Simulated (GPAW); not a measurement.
Runs of GPAW 26.7.0 on ZrO2. Symmetry: Fm-3m, No. 225, cubic system. Conventional cell: a = 5.090 Å, b = 5.090 Å, c = 5.090 Å, α = 90.00°, β = 90.00°, γ = 90.00°. Zr (site symmetry m-3m) is surrounded by 8 O at 2.20 Å. Around O (site symmetry -43m) lie 4 Zr at 2.20 Å. Measurements of this composition are mostly on another form, of space group No. 14.

```tsv
task	level	potentials or basis	U	k mesh	cutoff (eV)	smearing	maxiter	eigensolver	band path	band points	valence bands	mesh quality	gap on the mesh (eV)	pressure (GPa)
electron localisation function	revPBE	the program's PAW data sets (release 1.2.1) made for this functional, pw	-	5 × 5 × 5	680	fermi-dirac 0.1 eV	150	ppcg	-	-	-	coarse	3.58	4.0
band structure	vdW-DF-cx	GPAW PAW data sets (gpaw-data 1.2.1), pw	-	9 × 9 × 9	800	fermi-dirac 0.05 eV	150	-	GXWKGLUWLK,UX	80	-	not flagged	3.39	-
band structure	GLLB-SC	the program's PAW data sets (release 1.2.1) made for this functional, pw	-	9 × 9 × 9	800	fermi-dirac 0.05 eV	150	-	GXWKGLUWLK,UX	80	-	not flagged	6.35	-
band structure	vdW-DF2	GPAW PAW data sets (gpaw-data 1.2.1), pw	-	9 × 9 × 9	800	fermi-dirac 0.05 eV	150	-	GXWKGLUWLK,UX	80	-	not flagged	(c)	-
band structure	AM05	PAW data sets generated in the run's folder for this functional, pw	-	9 × 9 × 9	800	fermi-dirac 0.05 eV	150	-	GXWKGLUWLK,UX	80	-	not flagged	3.33	-5.4
single point	LDA+U	the program's PAW data sets (release 1.2.1) made for this functional, pw	Zr d U = 1 eV	7 × 7 × 7	600	fermi-dirac 0.05 eV	120	-	-	-	-	not flagged	(b)	(a)
```

Alike in all rows: no spin polarisation; cell as given.

Q: Estimate the missing entries.

A: (a) -15.9; (b) 3.65; (c) 3.54.

Caveats: some runs use coarse meshes; an odd mesh through Γ misses points on the zone boundary, where band edges often lie (some runs); the cutoff is short for stress and forces, so pressures can be off by a GPa or more (some runs); the PAW data sets were made with another functional, which shifts forces and pressure a little (some runs); the GLLB-SC gap is the Kohn-Sham gap of the path plus the derivative discontinuity (some runs); a model potential gives levels but no total energy (some runs).

A k mesh can miss the band edges, and the runs leave out spin-orbit coupling on Zr.

Runs at the PBE level aren't shown here.
